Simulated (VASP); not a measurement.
Wanted: the native input for a VASP 6.6.1 run.

- Task: band structure
- Functional: TB-mBJ
- Potentials or basis: VASP PAW PBE potentials, release 64 (Pb_d, Se)
- Cutoff: 520 eV
- k mesh: 6 × 6 × 6
- Occupations: gaussian, width 0.03 eV
- Spin: spin-orbit coupling, no magnetisation
- Further INCAR settings: ALGO = Normal; EDIFF = 1e-06

Crystal: PbSe (Clausthalite).

```
Pb Se
1.0
     0.00000    3.05199    3.05199
     3.05199    0.00000    3.05199
     3.05199    3.05199    0.00000
Pb Se
1 1
Direct
  0.00000 0.00000 0.00000
  0.50000 0.50000 0.50000
```

One way to write it, as run:

POSCAR

```
PbSe                                    
1.0
    0.0000000000      3.0519897379      3.0519897379
    3.0519897379      0.0000000000      3.0519897379
    3.0519897379      3.0519897379      0.0000000000
  Pb              Se            
     1     1
Direct
     0.0000000000000000    0.0000000000000000    0.0000000000000000
     0.5000000000000000    0.5000000000000000    0.5000000000000000
```

INCAR.step1

```
SYSTEM = PbSe
PREC = Accurate
ENCUT = 520
EDIFF = 1E-5
ISMEAR = 0
SIGMA = 0.03
LREAL = .FALSE.
LASPH = .TRUE.
NELM = 80
ALGO = Normal
ISIF = 2
LWAVE = .TRUE.
LCHARG = .FALSE.
LNONCOLLINEAR = .TRUE.
MAGMOM = 0 0 0 0 0 0
LORBIT = 11
LSORBIT = .TRUE.
GGA_COMPAT = .FALSE.
GGA = PE
```

INCAR.step2

```
SYSTEM = PbSe
PREC = Accurate
ENCUT = 520
EDIFF = 1E-6
ISMEAR = 0
SIGMA = 0.03
LREAL = .FALSE.
LASPH = .TRUE.
NELM = 80
ALGO = Normal
ISIF = 2
LWAVE = .FALSE.
LCHARG = .FALSE.
LNONCOLLINEAR = .TRUE.
MAGMOM = 0 0 0 0 0 0
LORBIT = 11
LSORBIT = .TRUE.
GGA_COMPAT = .FALSE.
METAGGA = MBJ
ISTART = 1
```

KPOINTS

```
regular mesh
0
G
  6 6 6
  0 0 0
```

KPOINTS_OPT

```
explicit points
252
Reciprocal
 0.0000000000  0.0000000000  0.0000000000 1
 0.0357142857  0.0000000000  0.0357142857 1
 0.0714285714  0.0000000000  0.0714285714 1
 0.1071428571  0.0000000000  0.1071428571 1
 0.1428571429  0.0000000000  0.1428571429 1
 0.1785714286  0.0000000000  0.1785714286 1
[... 244 lines left out ...]
 0.4879444600  0.0120555400  0.5000000000 1
 0.5120555400 -0.0120555400  0.5000000000 1
```

Potentials or basis: VASP PAW PBE potentials, release 64 (Pb_d, Se).

The run is started by

```bash
$ cat potpaw_PBE.64/Pb_d/POTCAR potpaw_PBE.64/Se/POTCAR > POTCAR
$ cp INCAR.step1 INCAR
$ mpirun -np 1 vasp_ncl > vasp.out
$ cp INCAR.step2 INCAR
$ mpirun -np 1 vasp_ncl > vasp.out
```

It gave:

The valence electrons inside the program's atomic spheres are Pb 11.72; Se 4.12.

Wall time 8.4 min on 1 thread of Intel(R) Xeon(R) Platinum 8259CL CPU @ 2.50GHz (Skylake/Cascade Lake) (shared host), peak memory 0.36 GiB.
